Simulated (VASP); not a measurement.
TiC3, 8 atoms in the cell. The structure is hexagonal, space group P6/mmm (No. 191). The conventional cell has a = 4.487 Å, b = 4.487 Å, c = 3.751 Å, α = 90.00°, β = 90.00°, γ = 120.00°. Around Ti (site symmetry -6m2) lie 12 C at 2.40 Å and 3 Ti at 2.59 Å. C (site symmetry m2m) is surrounded by 3 C at 1.49 to 1.51 Å. The cell was built by a generator and needn't be a form met in nature.

| Property | Result |
| --- | --- |
| Program | VASP 6.6.1 |
| Task | relaxation of cell and atoms |
| Functional | PBE |
| Potentials or basis | VASP PAW PBE potentials, release 64 (Ti_sv, C) |
| Cutoff | 520 eV |
| k mesh | 8 × 8 × 8 |
| Occupations | gaussian, width 0.1 eV |
| Spin | no spin polarisation |
| Further INCAR settings | ALGO = Normal; EDIFF = 1e-06; IBRION = 2; EDIFFG = -0.01; NSW = 90; ISIF = 3 |

Potentials or basis: VASP PAW PBE potentials, release 64 (Ti_sv, C).

Command:

```console
$ cat potpaw_PBE.64/Ti_sv/POTCAR potpaw_PBE.64/C/POTCAR > POTCAR
$ mpirun -np 4 vasp_std > vasp.out
```

Hardware: 4 MPI ranks on AMD EPYC 9R45 96-Core Processor (Zen 5) (shared host).

**Question.** How long does it take, and how much memory?

**Answer.** Run time: 44 s on 4 MPI ranks on AMD EPYC 9R45 96-Core Processor (Zen 5), on a shared host, peak memory 0.22 GiB a rank. Counts: scf iterations 38, k points 50, ion steps 5.
